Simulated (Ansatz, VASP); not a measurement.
SnTe in VASP and in Ansatz

```
CELL_PARAMETERS angstrom
0.00000 3.15085 3.15085
3.15085 0.00000 3.15085
3.15085 3.15085 0.00000
ATOMIC_POSITIONS crystal
Te 0.50000 0.50000 0.50000
Sn 0.00000 0.00000 0.00000
```

Alike in both runs: task single point; functional PBE; k mesh 6 × 6 × 6; occupations fermi-dirac, width 0.05 eV; no spin polarisation.

```csv
,VASP,Ansatz
version,VASP 6.6.1,Ansatz 0.2.0
potentials or method,"VASP PAW PBE potentials, release 64 (Te, Sn_d), cutoff 520 eV",all-electron PAW datasets made for the crystal
```

VASP gave:

* gap on the k mesh at the Fermi level (eV): 0.10
* least direct gap on the mesh (eV): 0.10
* pressure (GPa): 2.2

Task: What did Ansatz give for the same quantities?

Result: gap on the k mesh at the Fermi level (eV): 0.10; least direct gap on the mesh (eV): 0.10; pressure (GPa): 2.3.

Ansatz ran all-electron here, so the differences hold the error of VASP's frozen core and of both bases.

Caveats: spin-orbit coupling is left out, which moves the levels of the heavy elements.
